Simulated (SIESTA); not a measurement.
**NiO in SIESTA: convergence with k mesh**

NiO:

```
Ni O
1.0
     0.00000    2.08590    2.08590
     2.08590    0.00000    2.08590
     2.08590    2.08590    0.00000
Ni O
1 1
Direct
  0.99963 0.98326 0.01952
  0.50305 0.49315 0.49605
```

The cell isn't the ideal one: atoms moved at random, drawn with an rms of 0.05 Å.

| Item | Value |
| --- | --- |
| Program | SIESTA 5.4.2 |
| Task | single point |
| Functional | LDA |
| Potentials or basis | PseudoDojo 0.4 standard (LDA files) |
| Basis | DZP (energy shift 0.003 Ry; two zetas on semicore shells) |
| Grid cutoff | 800 Ry |
| Energy shift | 0.003 Ry |
| k mesh | 3 × 3 × 3 |
| Occupations | fermi-dirac, width 0.05 eV |
| Spin | collinear spin, ferromagnetic start |
| Starting moments | [1.0, 0.0] μB |

These are the settings of the first run; the series varies k mesh, with any setting tied to it.

Hardware: 1 thread of Intel(R) Xeon(R) 6975P-C (Granite Rapids), with other jobs on the host.

```tsv
k mesh	energy less the tightest run, at zero smearing (meV/atom)	pressure (GPa)	largest force (eV/Å)	largest site moment (μB)	SCF cycles	CPU time (s)	peak memory (GiB)
3 × 3 × 3	-67.97	-18.55	0.034	0.00	16	35	0.27
4 × 4 × 4	-23.43	-15.19	0.087	1.12	14	34	0.27
6 × 6 × 6	-21.71	-19.19	0.221	0.00	46	100	0.27
8 × 8 × 8	-6.60	-17.67	0.184	0.60	15	50	0.28
9 × 9 × 9	0.00	-17.37	0.166	0.60	22	75	0.28
```

Against the tightest run, the largest site moment stays within 0.02 μB from 8 × 8 × 8 on. Not settled before the last step: the energy (to 1 meV/atom), the pressure (to 0.1 GPa), the largest force (to 0.005 eV/Å). Meshes of other sizes hit other points, so gaps and Fermi surfaces needn't settle smoothly. The tightest run that finished is the yardstick and may itself not be fully converged.

Caveat, for the tightest run too: short orbitals over semicore shells can move pressures by several GPa; the basis of atomic orbitals isn't converged, which shifts pressures, moduli and gaps; a cell with one magnetic atom can't hold antiferromagnetic order, which such compounds often take; semilocal functionals often make such compounds metallic where correlation or magnetic order opens a gap, which also shifts bond lengths.
